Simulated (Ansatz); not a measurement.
Molecular dynamics on a 2×2×1 supercell (16 atoms) of MgTe (P6_3mc), relaxed with r2SCAN. Forces come from PBEsol in the plane-wave code Ansatz: a Langevin thermostat at fixed volume, 1300 K, steps of 1.5 fs. Spin polarisation is off, nuclei are classical, and the run is far too short for thermal averages.

```yaml
crystal:
  lattice:
    - [9.1550208975, 1.0e-10, 0.0]
    - [-4.5775104488, 7.9284806694, 0.0]
    - [0.0, 0.0, 7.4555751524]
  atoms:
    - { symbol: Mg, position: [0.1666666667, 0.3333333333, 0.004397734] }
    - { symbol: Mg, position: [0.3333333333, 0.1666666667, 0.504397734] }
    - { symbol: Te, position: [0.1666666667, 0.3333333333, 0.380602266] }
    - { symbol: Te, position: [0.3333333333, 0.1666666667, 0.880602266] }
    - { symbol: Mg, position: [0.1666666667, 0.8333333333, 0.004397734] }
    - { symbol: Mg, position: [0.3333333333, 0.6666666667, 0.504397734] }
    - { symbol: Te, position: [0.1666666667, 0.8333333333, 0.380602266] }
    - { symbol: Te, position: [0.3333333333, 0.6666666667, 0.880602266] }
    - { symbol: Mg, position: [0.6666666667, 0.3333333333, 0.004397734] }
    - { symbol: Mg, position: [0.8333333333, 0.1666666667, 0.504397734] }
    - { symbol: Te, position: [0.6666666667, 0.3333333333, 0.380602266] }
    - { symbol: Te, position: [0.8333333333, 0.1666666667, 0.880602266] }
    - { symbol: Mg, position: [0.6666666667, 0.8333333333, 0.004397734] }
    - { symbol: Mg, position: [0.8333333333, 0.6666666667, 0.504397734] }
    - { symbol: Te, position: [0.6666666667, 0.8333333333, 0.380602266] }
    - { symbol: Te, position: [0.8333333333, 0.6666666667, 0.880602266] }
kpoints:
  mp_grid: { grid: [3, 3, 2] }
hamiltonian:
  xc: pbesol
scf:
  occupations: { method: fermi_dirac, width: 0.112 }
md:
  ensemble: nvt_langevin
  temperature: 1300
  timestep: 1.5
  n_steps: 40
  initial_velocities: maxwell_boltzmann
  seed: 1931
```

Command: `ansatz run input.yaml --threads 4 --pin off --max-ram 3686MiB --backend cpu --events-out ev --progress --plain --runs-dir out`. It ended after 7.6 min on 4 threads of Arm Neoverse V1 (shared host), load about 0.9 per core; peak host memory 2.1 GiB.

```csv
step,t (fs),T (K),free energy F from step 0 (meV/atom),kinetic energy (meV/atom),largest force (eV/Å)
0,0,1219,0.0,157.5,0.00
1,1.5,1248,0.4,161.3,0.12
2,3,1198,1.4,154.9,0.22
3,4.5,1194,3.0,154.3,0.33
4,6,1182,5.2,152.7,0.43
5,7.5,1118,8.0,144.5,0.54
6,9,1151,11.3,148.7,0.65
7,10.5,1107,15.1,143.0,0.76
8,12,1082,19.1,139.8,0.87
9,13.5,1063,23.5,137.4,0.98
10,15,986,28.1,127.5,1.07
11,16.5,883,32.6,114.1,1.16
12,18,813,37.1,105.1,1.25
13,19.5,705,41.5,91.2,1.32
14,21,791,45.8,102.3,1.40
15,22.5,745,50.2,96.2,1.48
16,24,663,54.3,85.7,1.56
17,25.5,675,58.2,87.2,1.62
18,27,589,61.7,76.1,1.66
19,28.5,563,64.8,72.8,1.70
20,30,673,67.6,86.9,1.72
21,31.5,779,70.4,100.7,1.73
22,33,806,72.8,104.1,1.74
23,34.5,807,74.7,104.3,1.73
```

The temperature starts at 1219 K, is lowest at step 19 (563 K, 28.5 fs) and ends at 807 K. The thermostat hasn't had time to restore it. The atoms start on their lattice sites with kinetic energy alone, so much of it first passes into potential energy. By the last step the atoms have moved 0.19 Å in the root mean square, the drift of the whole cell taken out, 0.31 Å at most. The job's limit cut the run after 23 of 40 steps.

Positions (Å) and forces (eV/Å) at step 23:
```
Mg   0.027   2.598  -0.129     0.097   0.029   0.397
Mg   2.362   1.593   3.700    -0.502  -0.741   0.170
Te   0.015   2.602   2.657    -0.173   0.339   0.582
Te   2.277   1.345   6.548     0.384  -0.533  -0.296
Mg  -2.505   6.527   0.111     1.115   0.507  -0.797
Mg  -0.046   5.352   3.739     0.211  -0.397   0.099
Te  -2.271   6.575   2.677    -0.216   0.482   1.500
Te  -0.071   5.158   6.631     0.124   1.007  -0.371
Mg   4.551   2.651   0.013     0.237  -0.736   0.105
Mg   6.995   1.340   3.987    -0.193   0.375  -0.808
Te   4.533   2.777   2.769     0.885   0.126   0.365
Te   6.989   1.225   6.658    -0.789  -0.121   0.226
Mg   2.407   6.523   0.195    -0.631  -0.061  -0.286
Mg   4.741   5.294   4.053    -0.303   0.274  -1.681
Te   2.227   6.772   2.897     0.402  -0.594   0.378
Te   4.617   5.186   6.625    -0.650   0.046   0.418
```
